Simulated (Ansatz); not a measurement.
# NiO: moving Ni off its site

NiO, Fm-3m, a = 4.224 Å. Ansatz: r2SCAN+U, PAW, 500 eV, Γ-centred 10×10×10 mesh on 2 atoms, Gaussian smearing 0.05 eV; U_eff Ni 6.20 eV; collinear spin, largest moment 1.8 μB.

```yaml
crystal:
  lattice:
    - [0.00000, 2.11201, 2.11201]
    - [2.11201, 0.00000, 2.11201]
    - [2.11201, 2.11201, 0.00000]
  atoms:
    - { symbol: Ni, position: [0.00000, 0.00000, 0.00000] }
    - { symbol: O, position: [0.50000, 0.50000, 0.50000] }
```

Atom 1 (Ni) moves by x along the unit vector (0.000, -0.707, -0.707), with its periodic images; all else is held. y is the free energy of the cell over the start, F the force along the path summed over the moved atoms. Symmetry makes y even in x.

```
 x (Å) y (meV) F (eV/Å)
-0.200        ?         ?
-0.100     28.9      0.59
 0.000      0.0      0.00
 0.050      7.1     -0.29
 0.150     66.1     -0.91
 0.175     91.0     -1.08
```

Problem. Fit y = c2 x² + c4 x⁴ to the energies of the other rows, give the force constant, and predict energy and force of the missing row.

Solution. Least squares on the rows shown. y = 2847 x² + 4062 x⁴. The force constant is 2 c2 = 5.69 eV/Å² (for all images moving together, not for a lone atom). With two atoms in a cubic cell this is the optical mode at Γ without the LO field: ω = 521.5 √(2 c2/μ) = 351 cm⁻¹ for μ = 12.57 u. The force −dy/dx at the missing row is 1.27 eV/Å (computed 1.26). At x = -0.200 the fit asked for gives 120.4 meV. The run gave 120.3 meV, so the fit is 0.1 meV too high, a small miss on the scale of the series.

The state reached may not be the lowest one. The cell holds one magnetic atom, so it can only be ferromagnetic; an antiferromagnetic order may lie lower.

Cost: 6 runs of about 21 core-minutes in all, on Intel Xeon Processor @ 2.50GHz (Skylake/Cascade Lake) (shared hosts).